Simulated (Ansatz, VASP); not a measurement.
## TiO2 in VASP and in Ansatz

```
Ti O
1.0
     4.64171    0.00000    0.00000
     0.00000    4.64171    0.00000
     0.00000    0.00000    3.00555
Ti O
2 4
Direct
  0.00000 0.00000 0.00000
  0.50000 0.50000 0.50000
  0.30579 0.30579 0.00000
  0.19421 0.80579 0.50000
  0.69421 0.69421 0.00000
  0.80579 0.19421 0.50000
```

Alike in both runs: functional PBE; k mesh 4 × 4 × 6; occupations gaussian, width 0.1 eV; no spin polarisation; Hubbard terms Ti d U = 4.0 eV.

Ansatz relaxed the structure, and its values are those at the end. VASP's run is a single point on that final structure, the one shown.

```csv
,VASP,Ansatz
version,VASP 6.6.1,Ansatz 0.2.0
potentials or method,"VASP PAW PBE potentials, release 64 (Ti_sv, O)","scalar-relativistic, plane waves, PAW"
plane-wave cutoff (eV),520,420
valence electrons in the cell,48,48
```

Ansatz gave:

```
gap on the k mesh at the Fermi level (eV) : 2.27
least direct gap on the mesh (eV)         : 2.30
pressure (GPa)                            : 0.0
rms of the force components (eV/Å)        : 0.008
```

Problem. What did VASP give for the same quantities?

Solution. gap on the k mesh at the Fermi level (eV): 2.31; least direct gap on the mesh (eV): 2.31; pressure (GPa): 4.0; rms of the force components (eV/Å): 0.078.

The programs project onto different local orbitals, so the same U acts differently.

A k mesh can miss the band edges.
